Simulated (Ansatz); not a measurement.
Below is a relaxed structure of Se. The cell was found from a structure generator's guess, not taken from experiment.

These are results of DFT PBE, scalar-relativistic, plane waves, PAW (Ansatz 0.2.0), not measurements. Cutoff 420 eV, Γ-centred mesh, Gaussian smearing, no spin polarisation.

```yaml
crystal:
  lattice:
    - [2.63509, 0.00000, 0.00000]
    - [0.00000, 2.63509, 0.00000]
    - [0.00000, 0.00000, 4.34607]
  atoms:
    - { symbol: Se, position: [0.00000, 0.00000, 0.00000] }
```

Energies count from the standard state of Se at the same level.

(1) What space group does it have?

(2) How far does it lie from the standard state of Se?

(3) Is it a metal?

Results:

(1) P4/mmm (No. 123). Conventional cell: a = 2.635 Å, c = 4.346 Å. Se has 4 Se at 2.64 Å.

(2) +0.21 eV/atom. So it is a metastable form at best.

(3) Yes, bands cross the Fermi level on the 20×20×14 mesh.

The last run used a 20×20×14 mesh (in the run's order of axes) for its 1-atom cell and Gaussian smearing of 0.10 eV. Weakly bound directions are ill-defined at this level, which has no dispersion term. The reference form of Se is held partly by dispersion forces, which this level lacks. Symmetry constrained the relaxation, so the result can be a saddle point. Another cell of Se relaxed alike, in Pm-3m, lies 28 meV/atom lower, so this cell isn't the stable form at this level.
